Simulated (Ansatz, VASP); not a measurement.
## Two plane-wave programs on Ca

```xyz
8
Lattice="7.8132 0.0000 0.0000 0.0000 7.8132 0.0000 0.0000 0.0000 20.6094" Properties=species:S:1:pos:R:3 pbc="T T T"
Ca    1.9533    1.9533    4.0000
Ca    1.9533    5.8599    4.0000
Ca    5.8599    1.9533    4.0000
Ca    5.8599    5.8599    4.0000
Ca    0.0000    0.0000    6.6094
Ca    0.0000    3.9066    6.6094
Ca    3.9066    0.0000    6.6094
Ca    3.9066    3.9066    6.6094
```

Alike in both runs: task single point; functional PBE; k mesh 4 × 4 × 1; occupations gaussian, width 0.1 eV; no spin polarisation.

|  | VASP | Ansatz |
| --- | --- | --- |
| version | VASP 6.6.1 | Ansatz 0.2.0 |
| potentials or method | VASP PAW PBE potentials, release 64 (Ca_sv) | scalar-relativistic, plane waves, PAW |
| plane-wave cutoff (eV) | 520 | 420 |
| valence electrons in the cell | 80 | 80 |

|  | VASP | Ansatz | Ansatz less VASP |
| --- | --- | --- | --- |
| gap on the k mesh at the Fermi level (eV) | none | none | - |
| rms of the force components (eV/Å) | 0.007 | 0.004 | -0.0035 |
| work function, face that differs most (eV) | 2.66 | 2.66 | +0.001 |

Atom by atom the forces differ by 0.003 eV/Å (rms over components). A gap of «none» marks a metal or a gap that the smearing closes.
